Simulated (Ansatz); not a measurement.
## From the elastic tensor of Si2W to moduli and sound speeds

These are results of Ansatz, DFT PBE, scalar-relativistic, plane waves, PAW, not measurements. Plane waves to 420 eV; Γ-centred k mesh 20×20×20; Fermi-Dirac smearing of 0.15 eV. No spin polarisation.

Space group I4/mmm (No. 139), tetragonal, a = 3.229 Å, c = 7.874 Å. Si is surrounded by 5 Si at 2.61–2.64 Å, 5 W at 2.63 Å and 4 Si at 3.23 Å; around W lie 10 Si at 2.63 Å and 4 W at 3.23 Å.

It was relaxed at this level from a cell as deposited in COD. In a metal, frequencies and elastic constants depend on the k mesh and the smearing, soft modes and shear constants most. Spin–orbit coupling is left out, which matters for heavy elements.

Relaxed-ion constants (GPa, on the Cartesian axes of the calculation):
```
408.1 122.9  94.5   0.0   0.0   0.0
122.9 408.1  94.5   0.0   0.0   0.0
 94.5  94.5 514.5   0.0   0.0   0.0
  0.0   0.0   0.0 194.4   0.0   0.0
  0.0   0.0   0.0   0.0 194.4   0.0
  0.0   0.0   0.0   0.0   0.0 198.4
```

Density 9.711 g/cm³; 3 atoms in 41.04 Å³.

With S = C⁻¹: B_V = (C11+C22+C33+2(C12+C13+C23))/9, G_V = (C11+C22+C33−C12−C13−C23+3(C44+C55+C66))/15, 1/B_R = S11+S22+S33+2(S12+S13+S23), 15/G_R = 4(S11+S22+S33−S12−S13−S23)+3(S44+S55+S66); Hill is their mean. Then v_l = √((B+4G/3)/ρ), v_t = √(G/ρ), v_m = [(2/v_t³+1/v_l³)/3]^(−1/3) and Θ = (ħ/k_B)·v_m·(6π²n/V)^(1/3) for n atoms in the volume V; E = 9BG/(3B+G), ν = (3B−2G)/(2(3B+G)) and A^U = 5G_V/G_R + B_V/B_R − 6.

- Bulk modulus, Voigt / Reuss / Hill: 217.2 / 216.0 / 216.6 GPa
- Shear modulus, Voigt / Reuss / Hill: 185.4 / 182.2 / 183.8 GPa
- Young's modulus: 430 GPa
- Poisson ratio: 0.169
- Pugh ratio B/G: 1.18 (under 1.75, the rule of thumb for brittle)
- Universal anisotropy index: 0.09
- Longitudinal and transverse sound speeds: 6895 and 4350 m/s
- Debye temperature from the mean sound speed: 596 K
